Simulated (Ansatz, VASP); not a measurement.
## One calculation of Ru, two programs

```xyz
2
Lattice="2.6920 0.0000 0.0000 -1.3460 2.3313 0.0000 0.0000 0.0000 4.2461" Properties=species:S:1:pos:R:3 pbc="T T T"
Ru    0.0000    1.5542    1.0615
Ru    1.3460    0.7771    3.1846
```

Alike in both runs: functional PBEsol; k mesh 14 × 14 × 8; occupations fermi-dirac, width 0.05 eV; no spin polarisation.

Ansatz relaxed the structure, and its values are those at the end. VASP's run is a single point on that final structure, the one shown.

```csv
,VASP,Ansatz
version,VASP 6.6.1,Ansatz 0.2.0
potentials or method,"VASP PAW PBE potentials, release 64 (Ru_pv), cutoff 520 eV","all-electron LAPW, scalar-relativistic"
```

```csv
,VASP,Ansatz,Ansatz less VASP
pressure (GPa),0.0,0.0,0.00
```

Ansatz ran all-electron here, so the differences hold the error of VASP's frozen core and of both bases.

Caveats: the PAW data sets were made with another functional, which shifts forces and pressure a little (VASP).
